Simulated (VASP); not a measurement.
MoS2: relaxation of cell and atoms with PBEsol

The system is MoS2, a slab with vacuum.

```
CELL_PARAMETERS angstrom
3.18402 0.00000 0.00000
-1.59201 2.75744 0.00000
0.00000 0.00000 28.38732
ATOMIC_POSITIONS crystal
Mo 0.33333 0.66667 0.22816
Mo 0.33333 0.66667 0.77184
Mo 0.66667 0.33333 0.00000
S 0.66667 0.33333 0.17349
S 0.66667 0.33333 0.71719
S 0.33333 0.66667 0.94533
S 0.66667 0.33333 0.28281
S 0.66667 0.33333 0.82651
S 0.33333 0.66667 0.05467
```

```yaml
Program: VASP 6.6.1
Task: relaxation of cell and atoms
Functional: PBEsol
Potentials_or_basis: VASP PAW PBE potentials, release 64 (Mo_sv, S)
Cutoff: 600 eV
k_mesh: 8 × 8 × 1
Occupations: gaussian, width 0.02 eV
Spin: no spin polarisation
Ladder: gaps
Further_INCAR_settings: ALGO = Normal; EDIFF = 1e-06; IBRION = 2; EDIFFG = -0.005; NSW = 40; ISIF = 3
```

```json
{
 "Relaxed volume": "26.21 Å³/atom",
 "Relaxed cell": "a = 3.141 Å, b = 3.141 Å, c = 27.601 Å, α = 90.00°, β = 90.00°, γ = 120.00°",
 "Space group after relaxing (to 0.05 Å)": "P-6m2 (No. 187)",
 "Energy gained by relaxing": "6.8 meV/atom",
 "Ionic steps": "21",
 "Largest force after relaxing": "0.004 eV/Å",
 "Band gap on the k mesh": "1.30 eV, indirect (least direct gap 2.06 eV)"
}
```

Forces on the atoms (eV/Å):
```
Mo   0.000  0.000  0.004
Mo   0.000  0.000 -0.004
Mo   0.000  0.000  0.000
S    0.000  0.000 -0.003
S    0.000  0.000 -0.003
S    0.000  0.000  0.000
S    0.000  0.000  0.003
S    0.000  0.000  0.003
S    0.000  0.000  0.000
```

The path:
```
step  energy change (eV)  largest force (eV/Å)  pressure (GPa)  volume (Å³)
   1              0.0000                0.1475           -2.14       249.23
   2              0.0483                0.7627            3.83       236.13
   3             -0.0437                0.2199            0.13       243.77
   4             -0.0536                0.0468           -0.10       242.80
   5             -0.0545                0.0232           -0.05       243.02
   6             -0.0547                0.0323            0.00       242.76
   7             -0.0551                0.0594            0.16       241.99
   8             -0.0551                0.0691            0.22       241.72
   9             -0.0551                0.0684            0.21       241.70
  10             -0.0552                0.0672            0.22       241.63
  11             -0.0554                0.0652            0.21       241.48
  12             -0.0558                0.0604            0.20       241.19
  13             -0.0566                0.0512            0.18       240.61
  14             -0.0577                0.0331            0.15       239.45
  15             -0.0589                0.0547            0.11       237.14
  16             -0.0602                0.0409            0.01       236.70
  17             -0.0608                0.0250           -0.09       236.16
  18             -0.0608                0.0223            0.06       235.74
  19             -0.0609                0.0122            0.00       235.91
  20             -0.0609                0.0126           -0.01       235.92
  21             -0.0609                0.0043           -0.01       235.90
```

Final structure:
```xyz
9
Lattice="3.1415 0.0000 0.0000 -1.5707 2.7206 0.0000 0.0000 0.0000 27.6013" Properties=species:S:1:pos:R:3 pbc="T T T"
Mo    0.0000    1.8137    6.2834
Mo    0.0000    1.8137   21.3180
Mo    1.5707    0.9069    0.0000
S     1.5707    0.9069    4.7243
S     1.5707    0.9069   19.7602
S     0.0000    1.8137   26.0423
S     1.5707    0.9069    7.8412
S     1.5707    0.9069   22.8770
S     0.0000    1.8137    1.5590
```

Levels at points of the mesh, in eV from the valence-band top:
| k point | band 37 | band 38 | band 39 | band 40 | band 41 | band 42 |
| --- | --- | --- | --- | --- | --- | --- |
| (0.00, 0.00, 0.00) | -0.82 | -0.32 | 0.00 | 2.40 | 2.40 | 2.41 |
| (0.50, 0.00, 0.00) | -1.19 | -1.15 | -1.13 | 1.91 | 1.92 | 1.94 |

Run time: 14 min on 4 MPI ranks on Intel(R) Xeon(R) Platinum 8488C (Sapphire Rapids) (shared host), peak memory 0.54 GiB a rank.

Caveat: the PAW data sets were made with another functional, which shifts forces and pressure a little.
